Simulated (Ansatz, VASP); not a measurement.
**F: VASP beside Ansatz**

The input INCAR:

```
PREC = Accurate ; ENCUT = 520
EDIFF = 1E-7 ; ISMEAR = -1
SIGMA = 0.1 ; LREAL = False
LASPH = True ; NELM = 100
ALGO = Normal ; ISIF = 2
LWAVE = False ; LCHARG = True
GGA = PE ; LELF = True
LVHAR = True ; NBANDS = 10
```

The input KPOINTS:

```
regular mesh
0
Gamma
  17 17 17
```

The input POSCAR:

```
F
1.0
    0.0000000000      1.6540429150      1.6540429150
    1.6540429150      0.0000000000      1.6540429150
    1.6540429150      1.6540429150      0.0000000000
F
1
Direct
    0.0000000000      0.0000000000      0.0000000000
```

Input for Ansatz:

```yaml
crystal:
  lattice:
    - [0.0, 1.654042915, 1.654042915]
    - [1.654042915, 0.0, 1.654042915]
    - [1.654042915, 1.654042915, 0.0]
  atoms:
    - { symbol: F, position: [0.0, 0.0, 0.0] }
kpoints:
  mp_grid: { grid: [17, 17, 17] }
scf:
  occupations: { method: fermi_dirac, width: 0.1 }
hamiltonian:
  xc: pbe
  pseudopotentials: { kind: all_electron, lapw: { basis_error: 0.001 } }
output:
  forces: true
  stress: true
  eigenvalues: true
  populations: true
```

Change from the starting cell: volume scaled by 0.88, LAPW.

Alike in both runs: task single point; functional PBE; k mesh 17 × 17 × 17; occupations fermi-dirac, width 0.1 eV; no spin polarisation.

```csv
,VASP,Ansatz
version,VASP 6.6.1,Ansatz 0.2.0
potentials or method,"VASP PAW PBE potentials, release 64 (F)","all-electron LAPW, scalar-relativistic"
plane-wave cutoff (eV),520,see its input
```

Ansatz gave:

```
pressure (GPa) : 8.5
```

Question: What did VASP give for the same quantities?

Answer: Pressure (GPa): 7.8.

Ansatz ran all-electron here, so the differences hold the error of VASP's frozen core and of both bases.

Caveats: an odd number of electrons without spin polarisation forces a metal; a magnetic or distorted state may lie lower.
